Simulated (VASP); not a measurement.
Input of a VASP 6.6.1 run:

File POSCAR:

```
Ti
1.0
    2.6120080534      0.0000000000      0.0000000000
    0.0000000000      2.6120080534      0.0000000000
    0.0000000000      0.0000000000      2.6120080534
Ti
1
Direct
    0.0000000000      0.0000000000      0.0000000000
```

File INCAR.step1:

```
PREC     = Accurate       # precision mode
ENCUT    = 520            # plane-wave cutoff, eV
ISMEAR   = 0              # smearing method
SIGMA    = 0.1            # smearing width, eV
LREAL    = F              # projectors in reciprocal space
LASPH    = T              # aspherical terms in the spheres
NELM     = 100            # most SCF steps
NBANDS   = 12             # bands
GGA      = PE             # functional
ALGO     = Normal         # electronic algorithm
EDIFF    = 1E-4           # SCF threshold, eV
LWAVE    = T              # write WAVECAR
LCHARG   = F              # write CHGCAR
```

File INCAR.step2:

```
PREC     = Accurate       # precision mode
ENCUT    = 520            # plane-wave cutoff, eV
EDIFF    = 1E-6           # SCF threshold, eV
ISMEAR   = 0              # smearing method
SIGMA    = 0.1            # smearing width, eV
LREAL    = F              # projectors in reciprocal space
LASPH    = T              # aspherical terms in the spheres
NELM     = 100            # most SCF steps
ALGO     = Normal         # electronic algorithm
ISIF     = 2              # what is computed and relaxed
LWAVE    = F              # write WAVECAR
LCHARG   = F              # write CHGCAR
METAGGA  = R2SCAN         # meta-GGA
LMIXTAU  = T            
NBANDS   = 12             # bands
ISTART   = 1
```

Contents of KPOINTS:

```
Automatic mesh
0
Gamma
  8 8 8
```

Potentials or basis: VASP PAW PBE potentials, release 64 (Ti_sv).

Launch:

```console
$ cat potpaw_PBE.64/Ti_sv/POTCAR > POTCAR
$ cp INCAR.step1 INCAR
$ mpirun -np 1 vasp_std > vasp.out
$ cp INCAR.step2 INCAR
$ mpirun -np 1 vasp_std > vasp.out
```

Task: Predict the band gap on the k mesh.

Result: None (metal or under the smearing width).

Task: Predict the pressure.

Result: 2.5 GPa.

Caveat: the PAW data sets were made with another functional, which shifts forces and pressure a little.
